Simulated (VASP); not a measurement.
ZnSe (Stilleite):

```
Zn Se
1.0
     0.00000    2.83380    2.83380
     2.83380    0.00000    2.83380
     2.83380    2.83380    0.00000
Zn Se
1 1
Direct
  0.00000 0.00000 0.00000
  0.25000 0.25000 0.25000
```

Base run:

| Item | Value |
| --- | --- |
| Program | VASP 6.6.1 |
| Functional | PBEsol |
| Potentials or basis | VASP PAW PBE potentials, release 64 (Zn, Se) |
| Cutoff | 520 eV |
| k mesh | 7 × 7 × 7 |
| Occupations | fermi-dirac, width 0.02 eV |
| Spin | no spin polarisation |

Its results: band gap on the k mesh 1.17 eV, direct; pressure -0.8 GPa.

Question: The run is repeated on the same cell with these changes: functional from PBEsol to PBE. What comes out?

Answer: Band gap on the k mesh 1.29 eV, direct; pressure 2.4 GPa.

PBE binds less tightly than PBEsol, so the same cell stands under more pressure.

Caveats: the PAW data sets were made with another functional, which shifts forces and pressure a little (some runs).

